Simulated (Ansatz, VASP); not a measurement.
## One calculation of HfO2, two programs

The input INCAR:

```
SYSTEM = HfO2
PREC = Accurate ; ENCUT = 520
EDIFF = 1E-7 ; ISMEAR = -1
SIGMA = 0.02 ; LREAL = .FALSE.
LASPH = .TRUE. ; NELM = 100
ALGO = Normal ; ISIF = 2
LWAVE = .FALSE. ; LCHARG = .FALSE.
GGA = PE ; NBANDS = 18
```

The input KPOINTS:

```
regular mesh
0
G
  8 8 8
  0 0 0
```

File POSCAR:

```
HfO2
1.0
    0.1399273969      2.5785649893      2.5785649893
    2.5785649893      0.1399273969      2.5785649893
    2.5785649893      2.5785649893      0.1399273969
Hf O
1 2
Direct
    0.0000000000      0.0000000000      0.0000000000
    0.2467702832      0.2467702832      0.2467702832
    0.7532297168      0.7532297168      0.7532297168
```

Input for Ansatz:

```yaml
crystal:
  lattice:
    - [0.1399273969, 2.5785649893, 2.5785649893]
    - [2.5785649893, 0.1399273969, 2.5785649893]
    - [2.5785649893, 2.5785649893, 0.1399273969]
  atoms:
    - { symbol: Hf, position: [0.0, 0.0, 0.0] }
    - { symbol: O, position: [0.2467702832, 0.2467702832, 0.2467702832] }
    - { symbol: O, position: [0.7532297168, 0.7532297168, 0.7532297168] }
kpoints:
  mp_grid: { grid: [8, 8, 8] }
  band_path:
    path:
      - [0.0, 0.0, 0.0]
      - [0.5, 0.0, 0.5]
      - [0.625, 0.25, 0.625]
      - [0.375, 0.375, 0.75]
      - [0.5, 0.5, 0.5]
      - [0.5, 0.25, 0.75]
    npoints: 1
hamiltonian:
  xc: pbe
scf:
  occupations: { method: fermi_dirac, width: 0.02 }
  n_extra_bands: 4
output:
  forces: true
  stress: true
  eigenvalues: true
```

Change from the starting cell: epitaxial_111 strain -3.6%.

Alike in both runs: task single point; functional PBE; k mesh 8 × 8 × 8; occupations fermi-dirac, width 0.02 eV; no spin polarisation.

|  | VASP | Ansatz |
| --- | --- | --- |
| version | VASP 6.6.1 | Ansatz 0.2.0 |
| potentials or method | VASP PAW PBE potentials, release 64 (Hf_pv, O) | plane waves, PAW |
| plane-wave cutoff (eV) | 520 | 420 |
| valence electrons in the cell | 22 | 38 |

Ansatz gave:

```
gap on the k mesh at the Fermi level (eV)       : 3.90
pressure (GPa)                                  : 14.5
largest component of the traceless stress (GPa) : 4.13
rms of the force components (eV/Å)              : 0.034
```

Question: What did VASP give for the same quantities?

Answer: gap on the k mesh at the Fermi level (eV): 3.92; pressure (GPa): 10.4; largest component of the traceless stress (GPa): 4.02; rms of the force components (eV/Å): 0.009.

Atom by atom the forces differ by 0.025 eV/Å (rms over components). One of these differences is far larger than is usual between the two programs; its cause wasn't traced. The functional is the same, so the differences come from potentials, cutoffs and numerics. The two sets of potentials don't hold the same shells in valence.

Caveats: spin-orbit coupling is left out, which moves the levels of the heavy elements. A k mesh can miss the band edges.
